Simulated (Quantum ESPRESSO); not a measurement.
# NaI: zone-centre phonons under several settings

```
I Na
1.0
     0.00000    3.23640    3.23640
     3.23640    0.00000    3.23640
     3.23640    3.23640    0.00000
I Na
1 1
Direct
  0.50000 0.50000 0.50000
  0.00000 0.00000 0.00000
```

All runs used Quantum ESPRESSO 7.5; occupations smeared at first, fixed for the response.

```tsv
level	potentials	k mesh (s: shifted)	geometry	spin	cutoff (eV)	volume (Å³/atom)	pressure (GPa)	lowest optical mode without the field (cm⁻¹)	sum of the Born charges (e)
PBE	JTH 2.0 PBE	4 × 4 × 4s	relaxed cell	no spin polarisation	490	34.35	0.0	109	0.02
RPBE	PseudoDojo 0.4.1 SR PBE standard	2 × 2 × 2s	relaxed cell	collinear spin, ferromagnetic start	1197	?	0.0	?	?
PBEsol	PseudoDojo 0.4.1 SR PBEsol standard	2 × 2 × 2s	volume scaled by 0.96, atoms relaxed	no spin polarisation	1197	32.54	0.2	125	-0.09
```

Problem. What stands in the row left open?

Solution. Volume 37.62 Å³/atom; lowest optical mode without the field 104 cm⁻¹; sum of the Born charges -0.04 e.

Caveats: some runs use coarse meshes; the cutoff is low for these files, which shifts pressure and relaxed volume (some runs); the potentials were made for another functional, which shifts forces and pressure (some runs); before the sum rule the acoustic modes lie tens of cm⁻¹ from zero, a sign that the density grid also shifts the optical modes (some runs).

For the row left open. Caveat: the k mesh is coarse (spacing up to 0.84 Å⁻¹), so the values aren't converged; the mesh is thin for the dielectric tensor, Born charges and intensities, which usually come out too large; the potentials were made for another functional, which shifts forces and pressure; before the sum rule the acoustic modes lie tens of cm⁻¹ from zero, a sign that the density grid also shifts the optical modes.
